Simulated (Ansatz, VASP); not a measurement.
# Al: VASP beside Ansatz

```
Al
1.0
    -1.59122    1.59122    1.59122
     1.59122   -1.59122    1.59122
     1.59122    1.59122   -1.59122
Al
1
Direct
  0.00000 0.00000 0.00000
```

This isn't the form of Al at room conditions, which is fcc.

Alike in both runs: task relaxation of cell and atoms; functional PBE; k mesh 18 × 18 × 18; occupations gaussian, width 0.1 eV; no spin polarisation.

|  | VASP | Ansatz |
| --- | --- | --- |
| version | VASP 6.6.1 | Ansatz 0.2.0 |
| potentials or method | VASP PAW PBE potentials, release 64 (Al) | scalar-relativistic, plane waves, PAW |
| plane-wave cutoff (eV) | 600 | 420 |
| valence electrons in the cell | 3 | 3 |

```csv
,VASP,Ansatz,Ansatz less VASP
"gap on the k mesh at the Fermi level, each at its own relaxed structure (eV)",none,none,-
relaxed volume (Å³/atom),16.93,16.93,-0.004
relaxed cell length with the largest relative difference (Å),2.802,2.802,-0.0002
energy change over the relaxation (meV/atom),-9,-9,-0.1
```

A gap of «none» marks a metal or a gap that the smearing closes.
